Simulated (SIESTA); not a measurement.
# In: equation of state with PBEsol

Crystal: In.

```
In
1.0
    -1.88253    1.88253    1.88253
     1.88253   -1.88253    1.88253
     1.88253    1.88253   -1.88253
In
1
Cartesian
  0.0000 0.0000 0.0000
```

This isn't the form of In at room conditions, which is tetragonal.

* Program: SIESTA 5.4.2
* Task: equation of state
* Functional: PBEsol
* Potentials or basis: PseudoDojo 0.4 standard (PBEsol files)
* Basis: DZP (energy shift 0.003 Ry; two zetas on semicore shells)
* Grid cutoff: 500 Ry
* Energy shift: 0.003 Ry
* k mesh: 10 × 10 × 10
* Occupations: fermi-dirac, width 0.05 eV
* Spin: no spin polarisation

- Equilibrium volume: 25.68 Å³/atom (rough: see the caveat)
- Bulk modulus: 43 GPa (rough)

Energy against volume, from the lowest point:
| volume (Å³/atom) | energy (meV/atom) |
| --- | --- |
| 25.085 | 1.82 |
| 25.618 | 0.00 |
| 26.152 | 0.97 |
| 26.686 | 4.18 |
| 27.220 | 10.19 |
| 27.753 | 17.05 |
| 28.287 | 25.25 |

All runs of the series together: 2.7 min on 1 thread of AMD EPYC 9R45 96-Core Processor (Zen 5), with other jobs on the host.

Caveat: the fit is doubtful: noisy points or a state that changes with volume; the basis of atomic orbitals isn't converged, which shifts pressures, moduli and gaps.
